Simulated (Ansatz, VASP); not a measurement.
**Two plane-wave programs on NaI**

```xyz
2
Lattice="0.0000 3.2999 3.2999 3.2999 0.0000 3.2999 3.2999 3.2999 0.0000" Properties=species:S:1:pos:R:3 pbc="T T T"
I     3.2999    3.2999    3.2999
Na    0.0000    0.0000    0.0000
```

Change from the starting cell: volume scaled by 1.06.

Alike in both runs: task single point; functional PBEsol; k mesh 7 × 7 × 7; occupations fermi-dirac, width 0.05 eV; no spin polarisation.

|  | VASP | Ansatz |
| --- | --- | --- |
| version | VASP 6.6.1 | Ansatz 0.2.0 |
| potentials or method | VASP PAW PBE potentials, release 64 (I, Na_pv) | Ansatz PAW |
| plane-wave cutoff (eV) | 520 | 420 |
| valence electrons in the cell | 14 | 26 |

|  | VASP | Ansatz | Ansatz less VASP |
| --- | --- | --- | --- |
| gap on the k mesh at the Fermi level (eV) | 3.37 | 3.37 | +0.004 |
| least direct gap on the mesh (eV) | 3.37 | 3.37 | +0.004 |
| pressure (GPa) | -1.2 | -1.2 | -0.02 |

The functional is the same, so the differences come from potentials, cutoffs and numerics. The two sets of potentials don't hold the same shells in valence.

Caveats: spin-orbit coupling is left out, which moves the levels of the heavy elements; the PAW data sets were made with another functional, which shifts forces and pressure a little (VASP); odd divisions of the mesh miss points on the zone boundary, where band edges often lie, so the gap on the mesh can be too wide (Ansatz); the PAW data sets come from PBE, with cores solved anew for the run's functional, which leaves a small shift of forces and pressure (Ansatz).
